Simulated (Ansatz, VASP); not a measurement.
Two plane-wave programs on MgB2

Contents of INCAR:

```
SYSTEM = MgB2
PREC = Accurate ; ENCUT = 520
EDIFF = 1E-8 ; ISMEAR = -1
SIGMA = 0.05 ; LREAL = .False.
LASPH = .True. ; NELM = 80
ALGO = Normal ; ISIF = 2
LWAVE = .False. ; LCHARG = .False.
GGA = PE ; LEFG = .True.
NBANDS = 11
```

File KPOINTS:

```
Automatic mesh
0
Gamma
  12 12 9
  0 0 0
```

POSCAR

```
MgB2
1.0
    3.0746829003      0.0000000000      0.0000000000
   -1.5373414502      2.6627535003      0.0000000000
    0.0000000000      0.0000000000      3.5112173033
Mg B
1 2
Direct
    0.0000000000      0.0000000000      0.0000000000
    0.3333333333      0.6666666667      0.5000000000
    0.6666666667      0.3333333333      0.5000000000
```

Input for Ansatz:

```yaml
crystal:
  lattice:
    - [3.0746829003, 0.0, 0.0]
    - [-1.5373414502, 2.6627535003, 0.0]
    - [0.0, 0.0, 3.5112173033]
  atoms:
    - { symbol: Mg, position: [0.0, 0.0, 0.0] }
    - { symbol: B, position: [0.3333333333, 0.6666666667, 0.5] }
    - { symbol: B, position: [0.6666666667, 0.3333333333, 0.5] }
kpoints:
  mp_grid: { grid: [12, 12, 9] }
scf:
  occupations: { method: fermi_dirac, width: 0.05 }
hamiltonian:
  xc: pbe
  pseudopotentials: { kind: paw }
output:
  forces: true
  stress: true
  eigenvalues: true
  efg: { contact_densities: true }
  write_density: true
  write_potential: true
  elf: true
  volumetric_format: npy
```

Change from the starting cell: volume scaled by 0.99, PAW files.

Alike in both runs: task electric field gradients; functional PBE; k mesh 12 × 12 × 9; occupations fermi-dirac, width 0.05 eV; no spin polarisation.

|  | VASP | Ansatz |
| --- | --- | --- |
| version | VASP 6.6.1 | Ansatz 0.2.0 |
| potentials or method | VASP PAW PBE potentials, release 64 (Mg, B) | PAW with Ansatz's default frozen-core files, scalar-relativistic |
| plane-wave cutoff (eV) | 520 | 420 |
| valence electrons in the cell | 8 | 16 |

VASP gave:

* pressure (GPa): 0.2
* largest component of the traceless stress (GPa): 0.17
* Vzz of the field gradient on the site that differs most (V/Å²): -0.2

Q: Which values does Ansatz return?

A: Pressure (GPa): 0.5; largest component of the traceless stress (GPa): 0.04; Vzz of the field gradient on the site that differs most (V/Å²): -2.8.

The two sets of potentials don't hold the same shells in valence.
